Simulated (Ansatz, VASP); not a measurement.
# Hf7N: VASP beside Ansatz

```
Hf N
1.0
     3.19981    0.00000    0.00000
    -1.59990    2.77111    0.00000
     0.00000    0.00000   18.15766
Hf N
7 1
Cartesian
  0.0000 1.8474 1.2953
  1.5999 0.9237 16.8623
  1.5999 0.9237 3.9226
  0.0000 1.8474 6.4828
  0.0000 1.8474 14.2350
  1.5999 0.9237 11.6749
  0.0000 0.0000 9.0788
  0.0000 0.0000 0.0000
```

Alike in both runs: functional PBE; k mesh 6 × 6 × 1; occupations gaussian, width 0.2 eV; no spin polarisation.

Ansatz relaxed the structure, and its values are those at the end. VASP's run is a single point on that final structure, the one shown.

|  | VASP | Ansatz |
| --- | --- | --- |
| version | VASP 6.6.1 | Ansatz 0.2.0 |
| potentials or method | VASP PAW PBE potentials, release 64 (Hf_pv, N) | scalar-relativistic, plane waves, PAW |
| plane-wave cutoff (eV) | 520 | 420 |
| valence electrons in the cell | 75 | 187 |

|  | VASP | Ansatz | Ansatz less VASP |
| --- | --- | --- | --- |
| gap on the k mesh at the Fermi level (eV) | none | none | - |
| pressure (GPa) | -0.8 | -0.1 | +0.66 |
| rms of the force components (eV/Å) | 0.018 | 0.022 | +0.0039 |

A gap of «none» marks a metal or a gap that the smearing closes. The two sets of potentials don't hold the same shells in valence.

Caveats: the k mesh is coarse (spacing up to 0.38 Å⁻¹), so the values aren't converged. Spin-orbit coupling is left out, which matters for the levels of Hf.
